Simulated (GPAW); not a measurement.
Runs of GPAW 26.7.0 on SnTe. It takes space group Fm-3m (No. 225, cubic). Conventional cell: a = 6.302 Å, b = 6.302 Å, c = 6.302 Å, α = 90.00°, β = 90.00°, γ = 90.00°. Around Te (site symmetry m-3m) lie 6 Sn at 3.15 Å. Sn (site symmetry m-3m) is surrounded by 6 Te at 3.15 Å. 

| task | level | potentials or basis | spin | band path | band points | spin axis theta (degrees) | spin axis phi (degrees) | soc after scf | gap on the mesh (eV) | V0 of scaled cells (Å³/atom) | B0 (GPa) |
| --- | --- | --- | --- | --- | --- | --- | --- | --- | --- | --- | --- |
| band structure | revPBE | the program's PAW data sets (release 1.2.1) made for this functional, pw | SOC, no magnetisation | GXWKGLUWLK,UX | 100 | 0 | 0 | second variation | 0.30 | - | - |
| equation of state | RPBE+D3 | the program's PAW data sets (release 1.2.1) made for this functional, pw | off | - | - | - | - | - | - | (a) | (c) |
| equation of state | AM05+D4 | PAW data sets generated in the run's folder for this functional, pw | off | - | - | - | - | - | - | 30.24 | (b) |
| equation of state | LDA | PAW data sets generated in the run's folder for this functional, pw | off | - | - | - | - | - | - | 30.13 | 52 |
| single point | TB-mBJ | GPAW PAW data sets for LDA (gpaw-data 1.2.1), pw | off | - | - | - | - | - | 0.10 | - | - |

Alike in all rows: cell as given; k mesh 6 × 6 × 6; cutoff (eV) 600; smearing fermi-dirac 0.05 eV.

Task: Fill in the values left out.

Result: (a) 32.62; (b) 49; (c) 37.

Caveats: spin-orbit coupling was added after a scalar SCF, so levels and gaps hold it while energy, forces, pressure and moments don't (some runs); this program's spin-orbit splittings come out too wide for heavy elements (some runs); a model potential gives levels but no total energy (some runs); the PAW data sets were made with another functional, which shifts forces and pressure a little (some runs); spin-orbit coupling is left out, which moves the levels of the heavy elements (some runs).

A k mesh can miss the band edges, and rows without SOC leave out spin-orbit coupling on Sn, Te.

Runs at the PBE level aren't shown here.
